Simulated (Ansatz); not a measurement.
A (110) slab of SiC (F-43m (No. 216)), 8 planes, outer planes SiC (top) and SiC (bottom), with 16 atoms (Si8C8) in a surface cell of A = 13.564 Å², as cut from the bulk:

```xyz
16
Lattice="3.0969 0.0000 0.0000 0.0000 4.3797 0.0000 0.0000 0.0000 25.8393" Properties=species:S:1:pos:R:3 pbc="T T T"
Si    0.0000    1.0949    7.5000
C     1.5485    2.1899    7.5000
Si    1.5485    3.2848    9.0485
C     0.0000    0.0000    9.0485
Si    0.0000    1.0949   10.5969
C     1.5485    2.1899   10.5969
Si    1.5485    3.2848   12.1454
C     0.0000    0.0000   12.1454
Si    0.0000    1.0949   13.6939
C     1.5485    2.1899   13.6939
Si    1.5485    3.2848   15.2423
C     0.0000    0.0000   15.2423
Si    0.0000    1.0949   16.7908
C     1.5485    2.1899   16.7908
Si    1.5485    3.2848   18.3393
C     0.0000    0.0000   18.3393
```

Level of theory: DFT PBE, scalar-relativistic, plane waves, PAW (Ansatz). Cutoff 420 eV; k points 9×6×1 on the computed 16-atom cell (Γ-centred); Gaussian smearing, width 0.05 eV; no spin polarisation. The cell repeats along c with a dipole correction in the vacuum.

Against the same 16 atoms in the bulk, the slab as cut lies 6.229 eV higher and the relaxed slab 4.913 eV higher.

Q: Work out the surface energy before and after relaxation.

A: The slab has two faces, so γ = (E_slab − N·E_bulk)/(2A), the mean of both. As cut: 6.229/(2 × 13.564) = 0.2296 eV/Å², and 1 eV/Å² = 16.02 J/m², so γ = 3.68 J/m². Relaxed: 4.913/(2 × 13.564) = 0.1811 eV/Å² = 2.90 J/m². Relaxation recovers 21 % of the cost of cutting.

Q: What is the ideal work of this cut, per area?

A: Griffith's ideal work is 2γ: 7.36 J/m² if the new faces stay rigid, 5.80 J/m² if they relax. One thickness was run, 8 planes, so γ can still shift with it.